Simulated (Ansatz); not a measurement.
An Ansatz input:

```yaml
crystal:
  lattice:
    - [0.0, 2.3193249245, 2.3193249245]
    - [2.3193249245, 0.0, 2.3193249245]
    - [2.3193249245, 2.3193249245, 0.0]
  atoms:
    - { symbol: Tl, position: [0.0, 0.0, 0.0] }
hamiltonian:
  xc: lda
  pseudopotentials:
    kind: paw
    azcp:
      Tl: "pseudopotentials/Tl.paw.azcp"
basis:
  ecutwfc: 420
  fft_grid_basis: typed
kpoints:
  mp_grid: { grid: [13, 13, 13], shift: [0, 0, 0] }
magnetization:
  spin_polarized: false
scf:
  occupations: { method: fermi_dirac, width: 0.1 }
  lower_state_search: "off"
output:
  stress: true
  write_density: true
  write_potential: true
  elf: true
  volumetric_format: npy
```

Output

```
Warning: the record states the generating functional pbe (its physics header spells it `PBE`), which answers neither for hamiltonian.xc's functional nor for the lda family's — results may be inconsistent (PPs are generated against a specific XC)
Engine: ansatz 0.2.0, aarch64-unknown-linux-gnu
Pseudopotentials: kind: paw
Pseudopotential: Tl, paw, valence charge 13, recommended cutoff 420 eV (normal) 
Functional definition: SPW92
  exchange = slater_x
  correlation = pw_c
Crystal: 1 atoms, lattice volume = 24.953 Å³
Basis set: ecut = 420 eV, 531 PW (Γ)
Bands: 11, of which v1, the nominal top of the filled ones, is band 7 counted from 1 (6 counted from 0)
Symmetry: 48 space group operations
Space group: Fm-3m (ITA 225), of the structure as read, at distance tolerance 2.9e-5 Å
k-points: 84 of 2197
Non-local potential: Tl, projectors of the file, l = 0: 2, l = 1: 2, l = 2: 2, l = 3: 1
PAW form: soft (Blöchl's): semilocal exchange-correlation on the pseudo side does not see the compensation charge
PAW frozen core: Tl, regenerated for the run's functional, and the local potential with it (the file was generated under x = pbe(κ = 0.804, μ = 0.2195149727645171), c = pbe(β = 0.06672455060314922))
PAW one-centre angular grid: Tl, 590 points (default); XC on 64 Gauss nodes
Initial density: superposition of atomic densities (neutral atoms: chi_scale 0, normalization atom), corrected by the library's trained network
Initial wavefunctions: pseudopotential atomic-orbital guess
Functional: x = slater, c = lda
SCF iter   1: F=—  HF=-11146.563027 eV  |F-HF|=—  |Δ(HF+E_count)|=         —  Δρ=4.69e-3  dr2=4.14e-3  ethr=1.77e-3  ⟨swp⟩=5.2  Hψ=5856  notcnv=0
SCF iter   2: F=—  HF=-11146.560905 eV  |F-HF|=—  |Δ(HF+E_count)|=   2.12e-3  Δρ=2.22e-3  dr2=1.03e-3  ethr=3.18e-5  ⟨swp⟩=2.1  Hψ=2096  notcnv=0
SCF iter   3: F=—  HF=-11146.560508 eV  |F-HF|=—  |Δ(HF+E_count)|=   3.98e-4  Δρ=4.36e-4  dr2=5.14e-5  ethr=7.91e-6  ⟨swp⟩=2.0  Hψ=1421  notcnv=0
SCF iter   4: F=—  HF=-11146.560487 eV  |F-HF|=—  |Δ(HF+E_count)|=   2.00e-5  Δρ=4.96e-5  dr2=2.99e-7  ethr=3.96e-7  ⟨swp⟩=2.0  Hψ=1397  notcnv=0
iter 5 did not close the SCF: its close was put off for the readings that it lacked (scf_convergence_deferred on its scf_iter line)
SCF iter   5: F=-11146.560488 eV  HF=-11146.560488 eV  |F-HF|=1.03e-8  |Δ(HF+E_count)|=   4.51e-7  Δρ=1.01e-5  dr2=1.07e-8  ethr=2.30e-9  ⟨swp⟩=2.0  Hψ=1024  notcnv=0
SCF iter   6: F=-11146.560488 eV  HF=-11146.560488 eV  |F-HF|=1.09e-10  |Δ(HF+E_count)|=   1.32e-8  Δρ=8.91e-7  dr2=1.70e-10  ethr=8.27e-11  ⟨swp⟩=5.1  Hψ=4635  notcnv=0
SCF 1 converged in 6 iterations: F = -11146.560488 eV  dr2 = 1.70e-10
SCF converged after 6 iterations
Free energy (F): -11146.560488 eV
Harris-Foulkes:  -11146.560488 eV  (|F-HF|=1.09e-10)
Internal energy: -11146.545049 eV  (E = F + TS)
E sigma→0 (E₀):  -11146.552768 eV
Entropy (-TS):   -0.015439 eV (-15.439 meV/atom)
Fermi energy:    12.076432 eV
--- Per-component energies (eV) ---
  E_band       = 28.504099
  E_kinetic    = 335.103865
  E_local      = -795.803432  (includes V_loc(G=0)·N_el)
  E_nonlocal   = 321.378404
  E_hartree    = 293.602258
  E_xc         = -229.791423
  E_vxc        = -144.221286  (∫ρ·V_xc dr)
  E_paw        = -9868.232287  (= ΣΔE_a)
  E_vpaw       = -275.158374  (= ΣTr[D̂ρ^β])
  E_aug_tail   = 0.000032  (compensation charges beyond the density's cutoff)
  E_ewald      = -1202.660904
  E_core_change = -0.141561  (= ΣΔE_core)
  E_smearing   = -0.015439  (= −TS)
  E_closure    = 0.000000  (closes the sum)
  Σ components = -11146.560488   (vs F -11146.560488, Δ=0.00e0)
--- Stress (GPa, compression-positive) ---
        4.497290      -0.000000      -0.000000
       -0.000000       4.497290       0.000000
       -0.000000      -0.000000       4.497290
  P = ⅓ Tr σ = 4.4973 GPa (44.973 kbar)
--- Band table (eV; the first three rows and the last of 84) ---
  k-point 0: bands = ["0.3615", "0.3615", "0.3615", "0.7581", "0.7581", "1.0238", "23.2627", "23.5012", "23.5012", "23.5012", "28.1473"]
  k-point 1: bands = ["0.3506", "0.3836", "0.3836", "0.7542", "0.7542", "1.1700", "21.8754", "23.3357", "23.3790", "23.3790", "28.0616"]
  k-point 2: bands = ["0.3008", "0.4313", "0.4313", "0.7582", "0.7582", "1.6304", "19.1137", "23.0339", "23.0339", "23.4210", "27.3439"]
  k-point 83: bands = ["0.2470", "0.3488", "0.5029", "0.8401", "1.1793", "8.6655", "12.0958", "12.8532", "14.7295", "26.2410", "26.7307"]
```

Command:

```sh
ansatz run input.yaml --threads 2 --pin off --max-ram 5120MiB --backend cpu --events-out ev --progress --plain --runs-dir out
```

On 2 threads of Arm Neoverse V1 (shared host) this took about 1.1 s of wall time and 1.9 s of CPU time.
